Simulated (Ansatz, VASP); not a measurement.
Y: VASP beside Ansatz

The input INCAR:

```
ALGO = Normal
EDIFF = 1E-6
ENCUT = 520
ISIF = 2
ISMEAR = -1
LASPH = T
LCHARG = F
LREAL = F
LWAVE = F
NBANDS = 12
NELM = 80
PREC = Accurate
SIGMA = 0.1
```

File KPOINTS:

```
k-points
0
Gamma
  11 11 11
```

The input POSCAR:

```
Y
1.0
    3.2617933990      0.0000000000      0.0000000000
    0.0000000000      3.2617933990      0.0000000000
    0.0000000000      0.0000000000      3.2617933990
Y
1
Direct
    0.0000000000      0.0000000000      0.0000000000
```

Input for Ansatz:

```yaml
crystal:
  lattice:
    - [3.261793399, 0.0, 0.0]
    - [0.0, 3.261793399, 0.0]
    - [0.0, 0.0, 3.261793399]
  atoms:
    - { symbol: "Y", position: [0.0, 0.0, 0.0] }
hamiltonian:
  xc: lda
  pseudopotentials:
    kind: paw
    azcp:
      "Y": "pseudopotentials/Y.paw.azcp"
basis:
  ecutwfc: 420
  fft_grid_basis: typed
kpoints:
  mp_grid: { grid: [11, 11, 11], shift: [0, 0, 0] }
magnetization:
  spin_polarized: false
scf:
  occupations: { method: fermi_dirac, width: 0.1 }
  lower_state_search: "off"
output:
  stress: true
```

Alike in both runs: task single point; functional LDA; k mesh 11 × 11 × 11; occupations fermi-dirac, width 0.1 eV; no spin polarisation.

```csv
,VASP,Ansatz
version,VASP 6.6.1,Ansatz 0.2.0
potentials or method,"VASP PAW LDA potentials, release 64 (Y_sv)","plane waves (420 eV) with PAW, scalar-relativistic"
plane-wave cutoff (eV),520,420
valence electrons in the cell,11,11
```

|  | VASP | Ansatz | Ansatz less VASP |
| --- | --- | --- | --- |
| pressure (GPa) | -3.1 | -3.0 | +0.08 |

Ansatz warned: «pseudo_functional_mismatch».
